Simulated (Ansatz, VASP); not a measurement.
## Ga in VASP and in Ansatz

File INCAR:

```
SYSTEM = Ga
PREC = Accurate
ENCUT = 520
EDIFF = 1E-7
ISMEAR = 0
SIGMA = 0.1
LREAL = .False.
LASPH = .True.
NELM = 100
ALGO = Normal
ISIF = 2
LWAVE = .False.
LCHARG = .True.
GGA = PE
LELF = .True.
LVHAR = .True.
NBANDS = 12
```

KPOINTS

```
regular mesh
0
Gamma
  20 20 20
  0 0 0
```

POSCAR

```
Ga
1.0
    2.7161341731      0.0000000000      0.0000000000
    0.0000000000      2.7161341731      0.0000000000
    0.0000000000      0.0000000000      2.7171847977
Ga
1
Direct
    0.0000000000      0.0000000000      0.0000000000
```

Input for Ansatz:

```yaml
crystal:
  lattice:
    - [2.7161341731, 0.0, 0.0]
    - [0.0, 2.7161341731, 0.0]
    - [0.0, 0.0, 2.7171847977]
  atoms:
    - { symbol: Ga, position: [0.0, 0.0, 0.0] }
basis:
  ecutwfc: 420
kpoints:
  mp_grid: { grid: [20, 20, 20] }
  band_path:
    path:
      - [[0.0, 0.0, 0.0], [0.0, 0.5, 0.0], [0.5, 0.5, 0.0], [0.0, 0.0, 0.0], [0.0, 0.0, 0.5], [0.0, 0.5, 0.5], [0.5, 0.5, 0.5], [0.0, 0.0, 0.5]]
      - [[0.0, 0.5, 0.0], [0.0, 0.5, 0.5]]
      - [[0.5, 0.5, 0.0], [0.5, 0.5, 0.5]]
    npoints: 14
hamiltonian:
  xc: pbe
scf:
  occupations: { method: gaussian, width: 0.1 }
  n_extra_bands: 6
output:
  forces: true
  stress: true
  eigenvalues: true
  populations: true
  dos: { projected: true, de: 0.02, nscf_kmesh: { grid: [24, 24, 24] } }
  bader: true
  write_density: true
  write_potential: true
  elf: true
  volumetric_format: npy
```

The cell was built by a generator and needn't be a form met in nature.

Alike in both runs: task single point; functional PBE; k mesh 20 × 20 × 20; occupations gaussian, width 0.1 eV; no spin polarisation.

|  | VASP | Ansatz |
| --- | --- | --- |
| version | VASP 6.6.1 | Ansatz 0.2.0 |
| potentials or method | VASP PAW PBE potentials, release 64 (Ga_d) | scalar-relativistic, plane waves, PAW |
| plane-wave cutoff (eV) | 520 | 420 |
| valence electrons in the cell | 13 | 13 |

VASP gave:

```
gap on the k mesh at the Fermi level (eV) : none
pressure (GPa)                            : 0.1
```

Estimate Ansatz's values.

gap on the k mesh at the Fermi level (eV): none; pressure (GPa): 0.0.

A gap of «none» marks a metal or a gap that the smearing closes. With one functional, cell and mesh, what is left measures potentials, basis and numerics.
